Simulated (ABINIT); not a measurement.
# AgBr (Fm-3m): G0W0 in ABINIT against the bands in the screening, part 2 of 2

How does the gap of AgBr (Fm-3m) converge in the bands in the screening?

ABINIT 10.8.3; PBE and many-body steps on it, plane waves. Known limits of the many-body steps: not at the basis limit; d shell near the gap, gap tends to lie low; no spin-orbit coupling; coarse k mesh.

So far. Step 2 (Screening, 4×4×4 mesh, 21 bands, screening to 163.3 eV): Local fields lower ε∞ by 7 %. On a Γ-centred mesh this coarse the value itself is usually too large, while a short band sum pulls it down. Step 5 (30 bands): The gap on the mesh goes from 0.67 eV to 1.88 eV, a correction of +1.21 eV.

The database entry behind the starting cell differs from later determinations by our own check (about 0.6 % short of the room-temperature cell), so it need not match the best structure at ambient conditions.

## (6) Screening, 4×4×4 mesh, 89 bands, screening to 163.3 eV

This step: RPA screening on PBE, plane waves, norm-conserving pseudopotentials.

File run.abi:

```
acell 3*1.0 Angstrom
rprim 
  -0.000000000000 2.870150000000 2.870150000000
  2.870150000000 0.000000000000 2.870150000000
  2.870150000000 2.870150000000 0.000000000000
ntypat 2
znucl 47 35
natom 2
typat 1 2
xred 
  0.000000000000 0.000000000000 0.000000000000
  0.500000000000 0.500000000000 0.500000000000
pp_dirpath "pseudos"
pseudos "Ag.upf, Br.upf"
ecut 37
ngkpt 4 4 4
nshiftk 1
shiftk 0 0 0
kptopt 1
chksymbreak 0
istwfk *1
occopt 1
irdwfk 1
optdriver 3
nband 89
ecuteps 6
inclvkb 2
awtr 1
symchi 1
indata_prefix "in"
outdata_prefix "out"
tmpdata_prefix "tmp"
```

Launch:

```
$ OMP_NUM_THREADS=1 mpirun -n 8 abinit run.abi > log
```

The program printed:

```text
.Version 10.8.3 of ABINIT. v10.8.2 released Aug 2026.

 Symmetries : space group Fm -3 m (#225); Bravais cF (face-center cubic)
[... echo of the input left out ...]
== DATASET  1 ==================================================================
-   mpi_nproc: 8, omp_nthreads: 1 (-1 if OMP is not activated)

--- !DatasetInfo
iteration_state: {dtset: 1, }
dimensions: {natom: 2, nkpt: 8, mband: 89, nsppol: 1, nspinor: 1, nspden: 1, mpw: 3479, }
cutoff_energies: {ecut:  37.0, pawecutdg:  -1.0, }
[...]
--------------------------------------------------------------------------------
[... chi0 elements left out ...]
 For q-point:  0.000010 0.000020 0.000030
  dielectric constant =   6.8178
  dielectric constant without local fields =   7.3628

  Average fulfillment of the sum rule on Im[epsilon] for q-point    1 :     61.86  [%]
[... wings left out ...]
  q-point number  2        q = ( 0.250000, 0.000000, 0.000000) [r.l.u.]
--------------------------------------------------------------------------------
[... chi0 elements left out ...]
  Average fulfillment of the sum rule on Im[epsilon] for q-point    2 :     76.42  [%]

 [... 6 further q-points ...]
```

Elapsed: 18 s, on 8 MPI ranks of AMD EPYC 7R43, shared host; peak memory 1.4 GiB.

This step gave:

```
ε∞ with local fields, on this mesh, along the program's q direction : 6.818
the same without local fields                                       : 7.363
plasma frequency                                                    : 27.53 eV
plane waves in the screening matrix                                 : 229
```

## (7) 89 bands

This step: G0W0 on PBE, plane waves, norm-conserving pseudopotentials.

Changes to run.abi since step 6:

```diff
@@ -23,8 +23,17 @@
 irdwfk 1
-optdriver 3
+optdriver 4
 nband 89
+gwcalctyp 0
+ecutsigx 37
+symsigma 1
+nkptgw 2
+kptgw 
+  0.5000000000 0.0000000000 0.0000000000
+  0.0000000000 0.0000000000 0.0000000000
+bdgw 
+  12 15
+  11 17
 ecuteps 6
-inclvkb 2
-awtr 1
-symchi 1
+irdscr 1
+ppmodel 1
 indata_prefix "in"
```

The program printed:

```text
.Version 10.8.3 of ABINIT. v10.8.2 released Aug 2026.

 Symmetries : space group Fm -3 m (#225); Bravais cF (face-center cubic)
[... echo of the input left out ...]
== DATASET  1 ==================================================================
-   mpi_nproc: 8, omp_nthreads: 1 (-1 if OMP is not activated)

--- !DatasetInfo
iteration_state: {dtset: 1, }
dimensions: {natom: 2, nkpt: 8, mband: 89, nsppol: 1, nspinor: 1, nspden: 1, mpw: 3479, }
cutoff_energies: {ecut:  37.0, pawecutdg:  -1.0, }
[...]
Band     E0 <VxcDFT>   SigX SigC(E0)      Z dSigC/dE  Sig(E)    E-E0       E
[...]
16  14.829 -11.431  -6.553  -4.234   0.817  -0.224 -10.905   0.525  15.354
       17  14.829 -11.431  -6.553  -4.234   0.817  -0.224 -10.905   0.525  15.354

== END DATASET(S) ==============================================================
================================================================================

 -outvars: echo values of variables after computation  --------
           etotal      0.0000000000E+00
            nband          89
             nkpt           8
          spgroup         225
 [... the other variables as echoed above ...]

 Calculation completed.
```

The job ended after 6.8 s (8 MPI ranks; peak memory 1.5 GiB; 52 s of CPU time).

This step gave:

```
G0W0 gap on the points computed              : 1.581 eV
starting gap on the mesh                     : 0.6721 eV
k of the valence top                         : 0.5, 0, 0
k of the conduction bottom                   : 0, 0, 0
least direct G0W0 gap on the computed points : 3.717 eV
```

Against the run before, the gap moves by −0.297 eV.

## (8) Screening, 4×4×4 mesh, 190 bands, screening to 163.3 eV

This step: RPA screening on PBE, plane waves, norm-conserving pseudopotentials.

Changes to run.abi since step 7:

```diff
@@ -23,17 +23,8 @@
 irdwfk 1
-optdriver 4
-nband 89
-gwcalctyp 0
-ecutsigx 37
-symsigma 1
-nkptgw 2
-kptgw 
-  0.5000000000 0.0000000000 0.0000000000
-  0.0000000000 0.0000000000 0.0000000000
-bdgw 
-  12 15
-  11 17
+optdriver 3
+nband 190
 ecuteps 6
-irdscr 1
-ppmodel 1
+inclvkb 2
+awtr 1
+symchi 1
 indata_prefix "in"
```

The program printed:

```text
.Version 10.8.3 of ABINIT. v10.8.2 released Aug 2026.

 Symmetries : space group Fm -3 m (#225); Bravais cF (face-center cubic)
[... echo of the input left out ...]
== DATASET  1 ==================================================================
-   mpi_nproc: 8, omp_nthreads: 1 (-1 if OMP is not activated)

--- !DatasetInfo
iteration_state: {dtset: 1, }
dimensions: {natom: 2, nkpt: 8, mband: 190, nsppol: 1, nspinor: 1, nspden: 1, mpw: 3479, }
cutoff_energies: {ecut:  37.0, pawecutdg:  -1.0, }
[...]
--------------------------------------------------------------------------------
[... chi0 elements left out ...]
 For q-point:  0.000010 0.000020 0.000030
  dielectric constant =   6.8215
  dielectric constant without local fields =   7.3717

  Average fulfillment of the sum rule on Im[epsilon] for q-point    1 :     83.36  [%]
[... wings left out ...]
  q-point number  2        q = ( 0.250000, 0.000000, 0.000000) [r.l.u.]
--------------------------------------------------------------------------------
[... chi0 elements left out ...]
  Average fulfillment of the sum rule on Im[epsilon] for q-point    2 :     91.44  [%]

 [... 6 further q-points ...]
```

Elapsed: 36 s, on 8 MPI ranks; peak memory 1.9 GiB; 4.8 min of CPU time.

This step gave:

* ε∞ with local fields, on this mesh, along the program's q direction: 6.822
* the same without local fields: 7.372
* plasma frequency: 27.53 eV
* plane waves in the screening matrix: 229

## (9) 190 bands

This step: G0W0 on PBE, plane waves, norm-conserving pseudopotentials.

Changes to run.abi since step 8:

```diff
@@ -23,8 +23,17 @@
 irdwfk 1
-optdriver 3
-nband 190
+optdriver 4
+nband 89
+gwcalctyp 0
+ecutsigx 37
+symsigma 1
+nkptgw 2
+kptgw 
+  0.5000000000 0.0000000000 0.0000000000
+  0.0000000000 0.0000000000 0.0000000000
+bdgw 
+  12 15
+  11 17
 ecuteps 6
-inclvkb 2
-awtr 1
-symchi 1
+irdscr 1
+ppmodel 1
 indata_prefix "in"
```

The program printed:

```text
.Version 10.8.3 of ABINIT. v10.8.2 released Aug 2026.

 Symmetries : space group Fm -3 m (#225); Bravais cF (face-center cubic)
[... echo of the input left out ...]
== DATASET  1 ==================================================================
-   mpi_nproc: 8, omp_nthreads: 1 (-1 if OMP is not activated)

--- !DatasetInfo
iteration_state: {dtset: 1, }
dimensions: {natom: 2, nkpt: 8, mband: 89, nsppol: 1, nspinor: 1, nspden: 1, mpw: 3479, }
cutoff_energies: {ecut:  37.0, pawecutdg:  -1.0, }
[...]
Band     E0 <VxcDFT>   SigX SigC(E0)      Z dSigC/dE  Sig(E)    E-E0       E
[...]
16  14.829 -11.431  -6.553  -4.257   0.818  -0.222 -10.923   0.507  15.336
       17  14.829 -11.431  -6.553  -4.257   0.818  -0.222 -10.923   0.507  15.336

== END DATASET(S) ==============================================================
================================================================================

 -outvars: echo values of variables after computation  --------
           etotal      0.0000000000E+00
            nband          89
             nkpt           8
          spgroup         225
 [... the other variables as echoed above ...]

 Calculation completed.
```

Wall time 9.8 s (8 MPI ranks); peak memory 1.5 GiB; 75 s of CPU time.

This step gave:

* G0W0 gap on the points computed: 1.538 eV
* starting gap on the mesh: 0.6721 eV
* k of the valence top: 0.5, 0, 0
* k of the conduction bottom: 0, 0, 0
* least direct G0W0 gap on the computed points: 3.750 eV

Against the run before, the gap moves by −0.043 eV.

## (10) Side by side

Times are wall times on 8 MPI ranks of AMD EPYC 7R43, shared host, good to a factor of about two. A run's time includes the screening step that it read.

| run | mesh | bands | screening cutoff (eV) | DFT gap (eV) | gap on the mesh (eV) | direct (eV) | ε∞ used | time |
| --- | --- | --- | --- | --- | --- | --- | --- | --- |
| 21 bands | 4×4×4 | 89 | 163.3 | 0.672 | 2.187 | 3.950 | 6.57 | 14 s |
| 30 bands | 4×4×4 | 89 | 163.3 | 0.672 | 1.878 | 3.816 | 6.70 | 17 s |
| 89 bands | 4×4×4 | 89 | 163.3 | 0.672 | 1.581 | 3.717 | 6.82 | 25 s |
| 190 bands | 4×4×4 | 89 | 163.3 | 0.672 | 1.538 | 3.750 | 6.82 | 46 s |

## (11) Results

```
21 bands     : 2.187 eV
30 bands     : 1.878 eV
89 bands     : 1.581 eV
190 bands    : 1.538 eV
known limits : not at the basis limit; d shell near the gap, gap tends to lie low; no spin-orbit coupling; coarse k mesh
```

The setting moved: bands in the screening. From 21 bands to 190 bands the gap moves by −0.65 eV, for 3.2 times the time. The last step still moves it by −0.043 eV. Bands and screening cutoff are coupled, so a series along one setting does not show full convergence. Bands and cutoff are finite, so the gap is not at the basis limit. The miss can reach some tenths of an eV and take either sign; the mesh is an error of its own. In the G0W0 runs levels were corrected at 2 k points alone, so a gap called «on the mesh» is the least over those, and an edge elsewhere would be missed. The 4×4×4 mesh is coarse for this cell, which bears on the long-range parts of exchange and screening. A d shell, filled or nearly so, lies near the gap. One-shot GW converges very slowly in bands there, not always from below, and on a semilocal start the gap tends to come out low; starts rich in exact exchange can overshoot instead. The many-body steps are scalar-relativistic: spin-orbit coupling is not in them.

[Paths, hosts, dates, memory and timing lines, banners, echoed tables and standing remarks are left out of the program output.]

[Logs are printed without paths, hosts, clocks, repeated set-up lines and the standing remarks that a program may print on its own settings, such as how far it seeks lower states.]

[Runs of the session that timed out or met a known fault of the program may be left out.]

[Hosts, paths, dates, database ids (printed as entryN), source tags and the programs' standing remarks are cut or masked in the printed files.]

[G0W0 gaps are taken among the corrected bands and points alone; a level outside them can change the order at an edge.]

[Where Ansatz stands beside ABINIT at settings called matched, ABINIT's density can come from a denser mesh and the files from another edition; pairs whose starting gaps differed by over 0.03 eV were left out, so agreement reads better than it is.]
